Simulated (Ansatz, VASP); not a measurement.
Two plane-wave programs on Ba

```
Ba
1.0
     4.42772    0.00000    0.00000
    -2.21386    3.83452    0.00000
     0.00000    0.00000    7.24520
Ba
2
Cartesian
  0.0000 2.5563 1.8113
  2.2139 1.2782 5.4339
```

Alike in both runs: task single point; functional BLYP; k mesh 9 × 9 × 5; occupations fermi-dirac, width 0.1 eV; no spin polarisation.

|  | VASP | Ansatz |
| --- | --- | --- |
| version | VASP 6.6.1 | Ansatz 0.2.0 |
| potentials or method | VASP PAW PBE potentials, release 64 (Ba_sv) | plane waves (420 eV) with PAW, scalar-relativistic |
| plane-wave cutoff (eV) | 520 | 420 |
| valence electrons in the cell | 20 | 20 |

```tsv
	VASP	Ansatz	Ansatz less VASP
pressure (GPa)	0.8	0.8	-0.06
```

With one functional, cell and mesh, what is left measures potentials, basis and numerics.

Caveats: the PAW data sets were made with another functional, which shifts forces and pressure a little (VASP). The runs have no spin-orbit coupling, so splittings on Ba are missing.
